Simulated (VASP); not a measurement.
# Mg (I4/mmm) in VASP: notebook

One crystal, Mg, is run at these levels: LDA; tasks: phonons, band structure.

All numbers are computed with VASP 6.6.1; they aren't measurements. Logs are shortened: lines on timing, memory, paths and dates and some standing lists are left out, and cuts for length are marked.

## (1) The crystal as given

It takes space group I4/mmm (No. 139, tetragonal). The conventional cell has a = 3.672 Å, b = 3.672 Å, c = 3.359 Å, α = 90.00°, β = 90.00°, γ = 90.00°. Mg (site symmetry 4/mmm) has 10 Mg at 3.09 to 3.36 Å as nearest neighbours.

This isn't the form of Mg at room conditions, which is hcp.

## (2) Phonons, LDA

POSCAR

```
Mg
1.0
   -1.8359916300      1.8359916300      1.6794040200
    1.8359916300     -1.8359916300      1.6794040200
    1.8359916300      1.8359916300     -1.6794040200
Mg
1
Direct
    0.0000000000      0.0000000000      0.0000000000
```

INCAR.step1

```
ALGO     = Fast           # electronic algorithm
EDIFF    = 1E-8           # SCF threshold, eV
EDIFFG   = -0.002         # ionic threshold
ENCUT    = 580            # plane-wave cutoff, eV
IBRION   = 2              # ionic algorithm
ISIF     = 3              # what is computed and relaxed
ISMEAR   = 0              # smearing method
LASPH    = T              # aspherical terms in the spheres
LCHARG   = F              # write CHGCAR
LREAL    = F              # projectors in reciprocal space
LWAVE    = F              # write WAVECAR
NELM     = 100            # most SCF steps
NSW      = 40             # ionic steps
PREC     = Accurate       # precision mode
SIGMA    = 0.05           # smearing width, eV
```

INCAR.step2

```
ALGO     = Fast           # electronic algorithm
EDIFF    = 1E-8           # SCF threshold, eV
ENCUT    = 580            # plane-wave cutoff, eV
IBRION   = 6              # ionic algorithm
ISIF     = 2              # what is computed and relaxed
ISMEAR   = 0              # smearing method
LASPH    = T              # aspherical terms in the spheres
LCHARG   = F              # write CHGCAR
LREAL    = F              # projectors in reciprocal space
LWAVE    = F              # write WAVECAR
NELM     = 100            # most SCF steps
NFREE    = 2            
NSW      = 1              # ionic steps
POTIM    = 0.015          # step
PREC     = Accurate       # precision mode
SIGMA    = 0.05           # smearing width, eV
```

KPOINTS

```
k-points
0
Gamma
  8 8 8
```

Potentials or basis: VASP PAW LDA potentials, release 54 (Mg).

Run with:

```
$ cat potpaw_LDA.54/Mg/POTCAR > POTCAR
$ cp INCAR.step1 INCAR
$ mpirun -np 1 vasp_std > vasp.out
$ cp CONTCAR POSCAR
$ cp INCAR.step2 INCAR
$ mpirun -np 1 vasp_std > vasp.out
```

OUTCAR:

```text
EDIFF = 1E-8
   ENCUT = 580
   IBRION = 6
   ISIF = 2
   ISMEAR = 0
   LASPH = T
   LREAL = F
   NELM = 100
   NFREE = 2
   NSW = 1
   POTIM = 0.015
   PREC = Accurate

 ion  position               nearest neighbor table
   1  0.000  0.000  0.000-

  LATTYP: Found a body centered tetragonal cell.
 ALAT       =     3.6282756453
 C/A-ratio  =     0.8993601238

  Lattice vectors:

 A1 = (  -1.8141378227,   1.8141378227,   1.6315632167)
 A2 = (   1.8141378227,  -1.8141378227,   1.6315632167)
 A3 = (   1.8141378227,   1.8141378227,  -1.6315632167)

Analysis of symmetry for initial positions (statically):
=====================================================================
 Subroutine PRICEL returns:
 Original cell was already a primitive cell.

 Routine SETGRP: Setting up the symmetry group for a
 body centered tetragonal supercell.

 Subroutine GETGRP returns: Found 16 space group operations
 (whereof 16 operations were pure point group operations)
 out of a pool of 16 trial point group operations.

The static configuration has the point symmetry D_4h.

Analysis of symmetry for dynamics (positions and initial velocities):
=====================================================================
 Subroutine PRICEL returns:
 Original cell was already a primitive cell.

 Routine SETGRP: Setting up the symmetry group for a
 body centered tetragonal supercell.

 Subroutine GETGRP returns: Found 16 space group operations
 (whereof 16 operations were pure point group operations)
 out of a pool of 16 trial point group operations.

The dynamic configuration has the point symmetry D_4h.

 Subroutine INISYM returns: Found 16 space group operations
 (whereof 16 operations are pure point group operations),
 and found     1 'primitive' translations

----------------------------------------------------------------------------------------

                                     Primitive cell

  volume of cell :      21.4785

  direct lattice vectors                    reciprocal lattice vectors
    -1.814137823  1.814137823  1.631563217     0.000000000  0.275613018  0.306454568
     1.814137823 -1.814137823  1.631563217     0.275613018  0.000000000  0.306454568
     1.814137823  1.814137823 -1.631563217     0.275613018  0.275613018  0.000000000

  length of vectors
     3.040426057  3.040426057  3.040426057     0.412161300  0.412161300  0.389775668

  position of ions in fractional coordinates (direct lattice)
     0.000000000  0.000000000  0.000000000

  ion indices of the primitive-cell ions
   primitive index   ion index
                 1           1

----------------------------------------------------------------------------------------

 KPOINTS: k-points

Automatic generation of k-mesh.
 Grid dimensions read from file:
 generate k-points for:    8    8    8

 Generating k-lattice:

  Cartesian coordinates                     Fractional coordinates (reciprocal lattice)
     0.000000000  0.034451627  0.038306821     0.125000000  0.000000000  0.000000000
     0.034451627  0.000000000  0.038306821     0.000000000  0.125000000  0.000000000
     0.034451627  0.034451627  0.000000000     0.000000000  0.000000000  0.125000000

  Length of vectors
     0.051520163  0.051520163  0.048721958

  Shift w.r.t. Gamma in fractional coordinates (k-lattice)
     0.000000000  0.000000000  0.000000000

[... 34 lines left out ...]
   total plane-waves  NPLWV =  13824
   dimension x,y,z NGX =    24 NGY =   24 NGZ =   24
   dimension x,y,z NGXF=    48 NGYF=   48 NGZF=   48
   ions per type =               1
   NGX,Y,Z   is equivalent  to a cutoff of  13.12, 13.12, 13.12 a.u.
   NGXF,Y,Z  is equivalent  to a cutoff of  26.25, 26.25, 26.25 a.u.
 SYSTEM =  unknown system
   PREC   = accura    normal or accurate (medium, high low for compatibility)
   ISTART =      0    job   : 0-new  1-cont  2-samecut
   ICHARG =      2    charge: 1-file 2-atom 10-const
   ISPIN  =      1    spin polarized calculation?
   LNONCOLLINEAR =      F non collinear calculations
   LSORBIT =      F    spin-orbit coupling
   LASPH  =      T    aspherical Exc in radial PAW
   ENCUT  =  580.0 eV  42.63 Ry    6.53 a.u.   5.97  5.97  5.97*2*pi/ulx,y,z
   NELM   =    100;   NELMIN=  2; NELMDL=  0     # of ELM steps
   EDIFF  = 0.1E-07   stopping-criterion for ELM
   LREAL  =      F    real-space projection
   EDIFFG = 0.1E-06   stopping-criterion for IOM
   NSW    =     49    number of steps for IOM
   IBRION =      6    ionic relax: 0-MD 1-quasi-New 2-CG
   NFREE  =      2    steps in history (QN), initial steepest desc. (CG)
   ISIF   =      2    stress and relaxation
   ISYM   =      2    0-nonsym 1-usesym 2-fastsym
   POTIM  = 0.0150    time-step for ionic-motion
   TEBEG  =    0.0;   TEEND  =   0.0 temperature during run
   PSTRESS=    0.0 pullay stress
   NELECT =       2.0000    total number of electrons
   NUPDOWN=      -1.0000    fix difference up-down
   EMIN   =  10.00;   EMAX   =-10.00  energy-range for DOS
   EFERMI =   0.00;   METHOD = LEGACY
   ISMEAR =     0;   SIGMA  =   0.05  broadening in eV -4-tet -1-fermi 0-gaus
   EFERMI_NEDOS =   21; number of points for ismear=-14 and -15
   IALGO  =     68    algorithm
   IMIX   =      4    mixing-type and parameters
     AMIX     =   0.40;   BMIX     =  1.00
     AMIX_MAG =   1.60;   BMIX_MAG =  1.00
  volume/ion in A,a.u.               =      21.48       144.94
  Fermi-wavevector in a.u.,A,eV,Ry     =   0.742022  1.402218  7.491319  0.550596
  Thomas-Fermi vector in A             =   1.836802
   LORBIT       =      0    0 simple, 1 ext, 2 COOP (PROOUT), +10 PAW based schemes
   GGA     = CA    functional components
   LHFCALC =     F    Hartree Fock is set to
   AEXX    =    0.0000 exact exchange contribution
   IVDW    =     0    specifies the selected vdW correction
   LEPSILON=     F    determine dielectric tensor
   LRPA    =     F    only Hartree local field effects (RPA)
 finite differences with symmetry
 non-spin polarized calculation
 RMM-DIIS sequential band-by-band and
 Gauss-broadening in eV      SIGMA  =   0.05
  energy-cutoff  :      580.00
  volume of cell :       21.48
 maximum number of plane-waves:       698
   NGX = 11   NGY = 11   NGZ = 11

--------------------------------------- Ionic step        1  -------------------------------------------

 number of electron       2.0000000 magnetization

 Free energy of the ion-electron system (eV)
  ---------------------------------------------------
  ext. energy  EPLUGINS =         0.00000000
  ---------------------------------------------------
  free energy    TOTEN  =        -1.78440099 eV

  energy without entropy =       -1.78416552  energy(sigma->0) =       -1.78428325

------------------------ aborting loop because EDIFF is reached ----------------------------------------

  FORCE on cell =-STRESS in cart. coord.  units (eV):
  Direction    XX          YY          ZZ          XY          YZ          ZX
  --------------------------------------------------------------------------------------
  -------------------------------------------------------------------------------------
  Total        0.0000507      0.0000507     -0.0000721      0.0000000      0.0000000      0.0000000
  in kB        0.0037852      0.0037852     -0.0053812      0.0000000      0.0000000      0.0000000
  external PRESSURE =       0.0007297 kB  Pullay stress =       0.0000000 kB
[... 127 lines left out ...]
--------------------------------------- Ionic step        5  -------------------------------------------

 number of electron       2.0000000 magnetization

 Free energy of the ion-electron system (eV)
  ---------------------------------------------------
  ext. energy  EPLUGINS =         0.00000000
  ---------------------------------------------------
  free energy    TOTEN  =        -1.78440091 eV

  energy without entropy =       -1.78416543  energy(sigma->0) =       -1.78428317

 E-fermi :   2.7973     XC(G=0):  -8.8988

 val. band max:        2.7754944560   @ k =   0.5000   0.5000   0.2500
 cond. band min:       2.8755974004   @ k =   0.3750   0.1250   0.1250
 fundamental gap:      0.1001029445
 Fermi energy:         2.7972781809

 k-point     1 :       0.0000    0.0000    0.0000
  band No.  band energies     occupation
      1      -4.3842      2.00000
      2      14.8305      0.00000
      3      17.1047      0.00000
      4      17.1049      0.00000
      5      17.1635      0.00000
[... 177 lines left out ...]
 k-point    24 :       0.3750    0.1250    0.1250
  band No.  band energies     occupation
      1       2.1199      2.00000
      2       2.8756      0.02675
      3       7.2996      0.00000
      4       8.6868      0.00000
      5      17.9263      0.00000

 [... further k-points ...]
[... 5 lines left out ...]
  --------------------------------------------------------------------------------------
  -------------------------------------------------------------------------------------
  Total        0.0000186      0.0000186     -0.0000978      0.0000000      0.0000000      0.0000000
  in kB        0.0013894      0.0013894     -0.0072973      0.0000000      0.0000000      0.0000000
  external PRESSURE =      -0.0015062 kB  Pullay stress =       0.0000000 kB
[... 16 lines left out ...]
  FREE ENERGIE OF THE ION-ELECTRON SYSTEM (eV)
  ---------------------------------------------------
  free  energy   TOTEN  =        -1.7844009103 eV

  energy  without entropy=       -1.7841654345  energy(sigma->0) =       -1.78428317

 INTERNAL STRAIN TENSORS FROM DISPLACED ATOMS
 ============================================

 INTERNAL STRAIN TENSOR FOR ION    1 for displacements in x,y,z  (eV/Angst):
          X           Y           Z          XY          YZ          ZX
  --------------------------------------------------------------------------------
  x     0.00000     0.00000     0.00000     0.00000     0.00000     0.00000
  y     0.00000     0.00000     0.00000     0.00000     0.00000     0.00000
  z     0.00000     0.00000     0.00000     0.00000     0.00000     0.00000

 Eigenvectors and eigenvalues of the dynamical matrix
 ----------------------------------------------------

   1 f  =    0.000000 THz     0.000000 2PiTHz    0.000000 cm-1     0.000000 meV
             X         Y         Z           dx          dy          dz
      0.000000  0.000000  0.000000     1.000000    0.000000    0.000000

   2 f  =    0.000000 THz     0.000000 2PiTHz    0.000000 cm-1     0.000000 meV
             X         Y         Z           dx          dy          dz
      0.000000  0.000000  0.000000     0.000000    1.000000    0.000000

   3 f/i=    0.000000 THz     0.000000 2PiTHz    0.000000 cm-1     0.000000 meV
             X         Y         Z           dx          dy          dz
      0.000000  0.000000  0.000000     0.000000    0.000000    1.000000

 ELASTIC MODULI CONTR FROM IONIC RELAXATION (kBar)
 Direction    XX          YY          ZZ          XY          YZ          ZX
 --------------------------------------------------------------------------------
 XX           0.0000      0.0000      0.0000      0.0000      0.0000      0.0000
 YY           0.0000      0.0000      0.0000      0.0000      0.0000      0.0000
 ZZ           0.0000      0.0000      0.0000      0.0000      0.0000      0.0000
 XY           0.0000      0.0000      0.0000      0.0000      0.0000      0.0000
 YZ           0.0000      0.0000      0.0000      0.0000      0.0000      0.0000
 ZX           0.0000      0.0000      0.0000      0.0000      0.0000      0.0000
 --------------------------------------------------------------------------------
```

Run time: 37 s. Hardware: 1 thread of Intel Xeon Platinum 8488C (Sapphire Rapids), shared host; peak memory 0.13 GiB.

What came out:

```yaml
Relaxed_volume: 21.48 Å³/atom
Relaxed_cell: a = 3.040 Å, b = 3.040 Å, c = 3.040 Å, α = 106.74°, β = 106.74°, γ = 115.09°
Space_group_after_relaxing_to_0.05_Å: I4/mmm (No. 139)
```

The path:
| step | energy change (eV) | largest force (eV/Å) | pressure (GPa) | volume (Å³) |
| --- | --- | --- | --- | --- |
| 1 | 0.0000 | 0.0000 | -2.00 | 22.64 |
| 2 | -0.0076 | 0.0000 | -0.52 | 21.73 |
| 3 | -0.0081 | 0.0000 | 0.01 | 21.45 |
| 4 | -0.0081 | 0.0000 | 0.05 | 21.42 |
| 5 | -0.0082 | 0.0000 | 0.05 | 21.43 |
| 6 | -0.0083 | 0.0000 | 0.04 | 21.45 |
| 7 | -0.0083 | 0.0000 | 0.04 | 21.46 |
| 8 | -0.0083 | 0.0000 | 0.04 | 21.46 |
| 9 | -0.0083 | 0.0000 | -0.02 | 21.49 |
| 10 | -0.0083 | 0.0000 | 0.00 | 21.48 |

Final structure:
```
Mg
1.0
    -1.81414    1.81414    1.63156
     1.81414   -1.81414    1.63156
     1.81414    1.81414   -1.63156
Mg
1
Direct
  0.00000 0.00000 0.00000
```

(Part 1 of 2 ends here.)
